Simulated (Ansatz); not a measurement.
## Structure types of GaN compared at 290 GPa

Structure types of GaN are relaxed in primitive cells with their symmetry kept at 290 GPa, on PAW files; LAPW relaxes the small cells further and takes the PAW cell for the others (marked *). The enthalpy is E + pV at zero temperature, without zero-point motion. Only the types listed were tried, and differences under about 5 meV/atom are mesh noise. The real phase may be another.

Level of theory: DFT with PBE, scalar-relativistic, in Ansatz 0.2.0; Fermi–Dirac smearing of 0.05 eV, no spin polarisation. LAPW: all electrons, basis error target 0.5 meV/atom; PAW: frozen-core files, cutoff 420 eV.

k meshes: rocksalt 18×18×18, CsCl 16×16×16, zincblende 18×18×18, wurtzite 14×14×8, NiAs 13×13×7.

```json
{"start type": "rocksalt", "ends as": "rocksalt, Fm-3m", "a, b, c (Å)": "3.640, 3.640, 3.640", "V (Å³/atom)": "6.03", "H − H(lowest), LAPW (meV/atom)": "0.0"}
{"start type": "CsCl", "ends as": "CsCl, Pm-3m", "a, b, c (Å)": "2.280, 2.280, 2.280", "V (Å³/atom)": "5.93", "H − H(lowest), LAPW (meV/atom)": "?"}
{"start type": "zincblende", "ends as": "zincblende, F-43m", "a, b, c (Å)": "3.803, 3.803, 3.803", "V (Å³/atom)": "6.88", "H − H(lowest), LAPW (meV/atom)": "1650.4"}
{"start type": "wurtzite*", "ends as": "distorted wurtzite, P6_3mc", "a, b, c (Å)": "2.594, 2.594, 4.684", "V (Å³/atom)": "6.83", "H − H(lowest), LAPW (meV/atom)": "1625.6"}
{"start type": "NiAs*", "ends as": "NiAs, P6_3/mmc", "a, b, c (Å)": "2.512, 2.512, 4.456", "V (Å³/atom)": "6.09", "H − H(lowest), LAPW (meV/atom)": "?"}
```

Q: Fill in "H − H(lowest), LAPW (meV/atom)" for the row "NiAs*".

A: 317.3.

Q: Fill in "H − H(lowest), LAPW (meV/atom)" for the row "CsCl".

A: 1173.0.
